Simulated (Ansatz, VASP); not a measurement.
# P in VASP and in Ansatz

```
P
1.0
    -3.12547    3.12547    2.33731
     3.12547   -3.12547    2.33731
     3.12547    3.12547   -2.33731
P
6
Cartesian
  0.0000 0.0000 0.0000
  0.0000 3.1255 1.1687
  3.1255 1.5627 0.5843
  1.5627 3.1255 -0.5843
  1.5627 0.0000 1.7530
  0.0000 1.5627 2.9216
```

Alike in both runs: functional PBE; k mesh 6 × 6 × 6; occupations gaussian, width 0.1 eV; no spin polarisation.

Ansatz relaxed the structure, and its values are those at the end. VASP's run is a single point on that final structure, the one shown.

```csv
,VASP,Ansatz
version,VASP 6.6.1,Ansatz 0.2.0
potentials or method,"VASP PAW PBE potentials, release 64 (P)","scalar-relativistic, plane waves, PAW"
plane-wave cutoff (eV),520,420
valence electrons in the cell,30,30
```

|  | VASP | Ansatz | Ansatz less VASP |
| --- | --- | --- | --- |
| gap on the k mesh at the Fermi level (eV) | none | none | - |
| pressure (GPa) | -0.3 | 0.0 | +0.26 |

A gap of «none» marks a metal or a gap that the smearing closes.
